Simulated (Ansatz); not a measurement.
# Si (zinc blende): the cost of one run

Computed with Ansatz 0.2.0 (DFT PBEsol, scalar-relativistic, plane waves, PAW, unless a step's input says otherwise).

## 1. The starting structure

The structure is cubic, space group Fd-3m (No. 227). Conventional cell: a = 5.501 Å, b = 5.501 Å, c = 5.501 Å, α = 90.00°, β = 90.00°, γ = 90.00°. Around Si (site symmetry -43m) lie 4 Si at 2.38 Å.

Coordinates:

```
CELL_PARAMETERS angstrom
0.00000 2.75073 2.75073
2.75073 0.00000 2.75073
2.75073 2.75073 0.00000
ATOMIC_POSITIONS crystal
Si 0.00000 0.00000 0.00000
Si 0.25000 0.25000 0.25000
```

## 2. Volume × 1.04

File input.yaml:

```yaml
crystal:
  lattice:
    - [0.0, 2.7507277814, 2.7507277814]
    - [2.7507277814, 0.0, 2.7507277814]
    - [2.7507277814, 2.7507277814, 0.0]
  atoms:
    - { symbol: Si, position: [0.0, 0.0, 0.0] }
    - { symbol: Si, position: [0.25, 0.25, 0.25] }
scf:
  occupations: { method: fixed }
output:
  forces: true
  stress: true
  eigenvalues: true
  write_density: true
  write_potential: true
  elf: true
  volumetric_format: npy
hamiltonian:
  xc: pbesol
basis:
  ecutwfc: 500
kpoints:
  mp_grid: { grid: [12, 12, 12] }
```

Command:

```console
> ansatz run input.yaml --threads 1 --pin off --max-ram 2867MiB --backend cpu --events-out ev --progress --plain --runs-dir out
```

**Question.** How long does this run take on 1 thread of Intel Xeon at 2.30GHz, shared host, and how much memory does it need?

About 1.9 s, with a peak of 0.38 GiB.
